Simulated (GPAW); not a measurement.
The system is Be.

```
CELL_PARAMETERS angstrom
-1.25312 1.25312 1.25312
1.25312 -1.25312 1.25312
1.25312 1.25312 -1.25312
ATOMIC_POSITIONS crystal
Be 0.00000 0.00000 0.00000
```

This isn't the form of Be at room conditions, which is hcp.

| Item | Value |
| --- | --- |
| Program | GPAW 26.7.0 |
| Task | relaxation of cell and atoms |
| Functional | LDA |
| Potentials or basis | the program's PAW data sets (release 1.2.1) made for this functional |
| Cutoff | 800 eV |
| Basis | pw |
| k mesh | 15 × 15 × 15 |
| Occupations | gaussian, width 0.01 eV |
| Spin | no spin polarisation |

At the start: pressure -5.2 GPa; volume 7.87 Å³/atom.

Problem. How do energy, volume and symmetry change on relaxing?

Solution. Over 3 steps the energy falls by 5.4 meV/atom and the volume is 7.54 Å³/atom (-4.2 %); space group Im-3m (No. 229, to 0.05 Å).

Step by step:
```csv
step,energy change (eV),largest force (eV/Å),pressure (GPa),volume (Å³)
1,0.0000,0.0000,-5.20,7.87
2,-0.0024,0.0000,-3.92,7.79
3,-0.0054,0.0000,0.12,7.54
```

Final structure:
```
Be
1.0
    -1.23531    1.23531    1.23531
     1.23531   -1.23531    1.23531
     1.23531    1.23531   -1.23531
Be
1
Cartesian
  0.0000 0.0000 0.0000
```

Caveat: later steps reuse the first step's grids.
